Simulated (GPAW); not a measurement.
A run of GPAW 26.7.0 is set up as follows.

run.py

```python
import numpy as np
from ase.dft.bandgap import bandgap
from ase.io import write
from ase.spacegroup import crystal
from ase.units import GPa
from gpaw import GPAW, PW
from gpaw.spinorbit import soc_eigenstates

# Pb 4a
# Te 4b
atoms = crystal(['Pb', 'Te'],
                basis=[[0.0, 0.0, 0.0],
                       [0.5, 0.0, 0.0]],
                spacegroup=225, setting=1,  # Fm-3m
                cellpar=[6.462, 6.462, 6.462, 90.0, 90.0, 90.0],
                primitive_cell=True)

calc = GPAW(mode=PW(600),
            xc='MGGA_X_MS2+GGA_C_REGTPSS',
            kpts={'size': (6, 6, 6), 'gamma': True},
            occupations={'name': 'fermi-dirac', 'width': 0.05},
            nbands=19,
            convergence={'density': 1e-05, 'energy': 1e-05},
            maxiter=150,
            txt='gpaw.txt')
atoms.calc = calc
energy = atoms.get_potential_energy()
forces = atoms.get_forces()
stress = atoms.get_stress()
calc.write('gs.gpw')
write('result.traj', atoms)
print(f'Energy: {energy:.6f} eV')
print('Forces (eV/A):')
print(forces.round(4))
print('Stress (GPa):', (stress / GPa).round(3))
print('Fermi level:', round(calc.get_fermi_level(), 4), 'eV')
print(f'Gap: {bandgap(calc)[0]:.4f} eV, direct: {bandgap(calc, direct=True)[0]:.4f} eV')

path = atoms.cell.bandpath('GXWKGLUWLK,UX', npoints=100, eps=1e-4)
bs_calc = calc.fixed_density(kpts=path, symmetry='off', nbands=32,
                             convergence={'bands': 'CBM+6.0', 'eigenstates': 1e-6}, txt='bands.txt')
bs = bs_calc.band_structure()
bs.write('bs.json')
print(f'Gap on the path: {bandgap(bs_calc)[0]:.4f} eV')

soc = soc_eigenstates(bs_calc, theta=90, phi=45, ignore_xc_potential=True)
np.savetxt('soc_bands.dat', soc.eigenvalues(), fmt='%.4f')
mesh = soc_eigenstates('gs.gpw', theta=90, phi=45, ignore_xc_potential=True)
np.savetxt('soc_mesh.dat', mesh.eigenvalues(), fmt='%.4f')
print('Fermi level with spin-orbit coupling:', round(mesh.fermi_level, 4), 'eV')
```

Potentials or basis: GPAW PAW data sets (gpaw-data 1.2.1), pw.

The run is started by

```sh
$ OMP_NUM_THREADS=1 python run.py
```

**Question.** Estimate the band gap along the path.

**Answer.** 0.17 eV, indirect (least direct gap 0.31 eV).

**Question.** Estimate the pressure.

**Answer.** -0.5 GPa.

Levels at the corners of the path, in eV from the valence-band top:
```
point  band 17  band 18  band 19  band 20  band 21  band 22  band 23  band 24
    Γ    -0.98    -0.98    -0.98    -0.98     2.35     2.36     4.95     4.96
    X    -3.33    -3.33    -2.49    -2.49     3.27     3.27     4.44     4.44
    W    -3.87    -3.87    -0.34    -0.34     1.50     1.50     5.24     5.24
    K    -2.68    -2.68    -1.87    -1.87     3.01     3.01     4.18     4.18
    Γ    -0.98    -0.98    -0.98    -0.98     2.35     2.36     4.95     4.96
    L    -0.65    -0.65    -0.23    -0.22     0.17     0.17     1.39     1.39
    U    -2.68    -2.68    -1.87    -1.87     3.01     3.01     4.18     4.18
    W    -3.87    -3.87    -0.34    -0.34     1.50     1.50     5.24     5.24
    L    -0.65    -0.65    -0.23    -0.22     0.17     0.17     1.39     1.39
    K    -2.68    -2.68    -1.87    -1.87     3.01     3.01     4.18     4.18
    U    -2.68    -2.68    -1.87    -1.87     3.01     3.01     4.18     4.18
    X    -3.33    -3.33    -2.49    -2.49     3.27     3.27     4.44     4.44
```

Caveat: spin-orbit coupling was added after a scalar SCF, so levels and gaps hold it while energy, forces, pressure and moments don't; this program's spin-orbit splittings come out too wide for heavy elements; the PAW data sets were made with another functional, which shifts forces and pressure a little.

**What was measured.**

From a printed reference work, monograph, for a bulk crystal of TePb at 4.2 K: band gap 0.19 eV (direct).

Measured direct gap of TePb: 0.19 eV (direct; 4.2 K; a printed reference work, monograph). This calculation gives 0.31 eV (+0.12 eV). The value is that of MS2, without temperature or zero-point motion.
